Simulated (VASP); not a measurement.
Set up this calculation in VASP 6.6.1, as the native input.

```yaml
Task: single point
Functional: PBEsol
Potentials_or_basis: VASP PAW PBE potentials, release 64 (Pt, Se)
Cutoff: 520 eV
k_mesh: 6 × 6 × 6
Occupations: fermi-dirac, width 0.02 eV
Spin: no spin polarisation
Dipole_correction: no
Further_INCAR_settings: ALGO = Normal; EDIFF = 1e-06; NBANDS = 18
```

The structure of PtSe2 lies in POSCAR:

```
PtSe2
1.0
    0.0000000000      3.1308957811      3.1308957811
    3.1308957811      0.0000000000      3.1308957811
    3.1308957811      3.1308957811      0.0000000000
Pt Se
1 2
Direct
    0.0000000000      0.0000000000      0.0000000000
    0.2500000000      0.2500000000      0.2500000000
    0.7500000000      0.7500000000      0.7500000000
```

The cell was built by a generator and needn't be a form met in nature.

These files were run (other wordings do the same):

INCAR

```
PREC = Accurate
ENCUT = 520
EDIFF = 1E-6
ISMEAR = -1
SIGMA = 0.02
LREAL = F
LASPH = T
NELM = 80
ALGO = Normal
ISIF = 2
LWAVE = F
LCHARG = T
GGA = PS
LELF = T
LVHAR = T
NBANDS = 18
```

KPOINTS

```
regular mesh
0
Gamma
  6 6 6
```

Potentials or basis: VASP PAW PBE potentials, release 64 (Pt, Se).

The run is started by

```console
$ cat potpaw_PBE.64/Pt/POTCAR potpaw_PBE.64/Se/POTCAR > POTCAR
$ mpirun -np 1 vasp_std > vasp.out
```

Results of the run:

```
Pressure               : -3.4 GPa
Band gap on the k mesh : none (metal or under the smearing width)
```

Caveat: the PAW data sets were made with another functional, which shifts forces and pressure a little.

It took 12 s on 1 thread of Intel(R) Xeon(R) 6975P-C (Granite Rapids), on a shared host, peak memory 0.2 GiB.
